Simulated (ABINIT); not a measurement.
Runs of ABINIT 10.8.3 (patched build) on CdSe. It takes space group F-43m (No. 216, cubic). The conventional cell has a = 6.141 Å, b = 6.141 Å, c = 6.141 Å, α = 90.00°, β = 90.00°, γ = 90.00°. Around Cd (site symmetry -43m) lie 4 Se at 2.66 Å. Se (site symmetry -43m) is surrounded by 4 Cd at 2.66 Å. Measurements of this composition are mostly on another form, of space group No. 186.

```csv
task,level,potentials or basis,k mesh,cutoff (eV),smearing,most SCF steps,fine-grid cutoff,mesh quality,gap on the mesh (eV),pressure (GPa),V0 of scaled cells (Å³/atom),B0 (GPa)
single point,HSE06,SPMS NC PBE v1.0,3 × 3 × 3,1034,fixed,60,-,coarse,1.42,-0.4,-,-
single point,HSE06,SG15 NC PBE v1.2,6 × 6 × 6,490,fixed,60,-,not flagged,1.21,-0.4,-,-
band structure,RPBE,JTH PAW PBE v2.0,8 × 8 × 8,463,fermi-dirac 0.05 eV,-,925.187 eV,not flagged,(b),-,-,-
band structure,r2SCAN,JTH PAW PBE v2.0,5 × 5 × 5,707,fermi-dirac 0.05 eV,-,1306.15 eV,not flagged,(a),-,-,-
equation of state,WC,JTH PAW PBE v2.0,8 × 8 × 8,463,fermi-dirac 0.05 eV,-,925.187 eV,not flagged,-,-,28.20,52
equation of state,revPBE+D3,JTH PAW PBE v2.0,8 × 8 × 8,463,fermi-dirac 0.05 eV,-,925.187 eV,not flagged,-,-,28.19,51
band structure,r2SCAN,Ansatz NC r2SCAN,5 × 5 × 5,1578,fermi-dirac 0.05 eV,-,-,not flagged,1.03,-,-,-
```

Alike in all rows: no spin polarisation; cell as given.

Fill in the values left out.

(a) 1.01; (b) 0.72.

Caveats: some runs use coarse meshes; the PAW data sets were made with another functional, which shifts forces and pressure a little (some runs); Libxc's HSE differs a little from that of other programs (some runs); the potentials were made for another functional, which shifts forces and pressure (some runs); pressures at fixed basis lie under the slope of the energies (some runs); exact exchange is summed on a coarse mesh, which widens gaps by tenths of an eV (some runs); an odd mesh through Γ misses points on the zone boundary, where band edges often lie (some runs).

A k mesh can miss the band edges, and the runs leave out spin-orbit coupling on Cd, Se.

Not every run made on this cell is shown here.
